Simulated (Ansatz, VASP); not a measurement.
## Ag in VASP and in Ansatz

```
Ag
1.0
     0.00000    3.10894    3.10894
     3.10894    0.00000    3.10894
     3.10894    3.10894    0.00000
Ag
2
Direct
  0.87500 0.87500 0.87500
  0.12500 0.12500 0.12500
```

Change from the starting cell: volume scaled by 1, norm-conserving files.

Alike in both runs: task single point; functional PBE; k mesh 12 × 12 × 12; occupations fermi-dirac, width 0.1 eV; no spin polarisation.

|  | VASP | Ansatz |
| --- | --- | --- |
| version | VASP 6.6.1 | Ansatz 0.2.0 |
| potentials or method | VASP PAW PBE potentials, release 64 (Ag) | norm-conserving pseudopotentials, scalar-relativistic |
| plane-wave cutoff (eV) | 520 | 960 |
| valence electrons in the cell | 22 | 38 |

```tsv
	VASP	Ansatz	Ansatz less VASP
pressure (GPa)	0.0	0.0	+0.07
```

The functional is the same, so the differences come from potentials, cutoffs and numerics. The two sets of potentials don't hold the same shells in valence.
